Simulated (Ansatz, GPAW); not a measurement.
# BAs: programs and potentials compared

```xyz
2
Lattice="0.0000 2.3885 2.3885 2.3885 0.0000 2.3885 2.3885 2.3885 0.0000" Properties=species:S:1:pos:R:3 pbc="T T T"
As    3.5827    3.5827    3.5827
B     0.0000    0.0000    0.0000
```

Alike in all runs: task single point; functional PBE; k mesh 10 × 10 × 10; occupations gaussian, width 0.022 eV; no spin polarisation; no spin-orbit coupling. Pressure is positive in compression and, in plane waves, holds the error of the finite cutoff, which Ansatz's Pulay term estimates and takes out.

```csv
program and potentials,plane-wave cutoff (eV),notes,band gap (eV),pressure (GPa)
"Ansatz, Ansatz PAW",420,9 valence electrons an atom on average; Pulay term of +0.10 GPa included,1.18,2.77
"Ansatz, all-electron LAPW, scalar-relativistic",-,-,1.19,2.73
"GPAW, GPAW PAW data sets (gpaw-data 1.2.1)",800,4 valence electrons an atom on average,1.18,3.28
```

The band gap spans 1.18 (GPAW, GPAW PAW data sets (gpaw-data 1.2.1)) to 1.19 eV (Ansatz, all-electron LAPW, scalar-relativistic), with all-electron results at 1.19. The pressure spans 2.73 (Ansatz, all-electron LAPW, scalar-relativistic) to 3.28 GPa (GPAW, GPAW PAW data sets (gpaw-data 1.2.1)), with all-electron results at 2.73. Spin-orbit coupling, left out here, moves the band edges of heavy atoms. The gap is indirect and read on the mesh alone.

The functional is the same throughout but for its coding, so the spread measures potentials, basis and numerics; runs on potential files found faulty are left out.
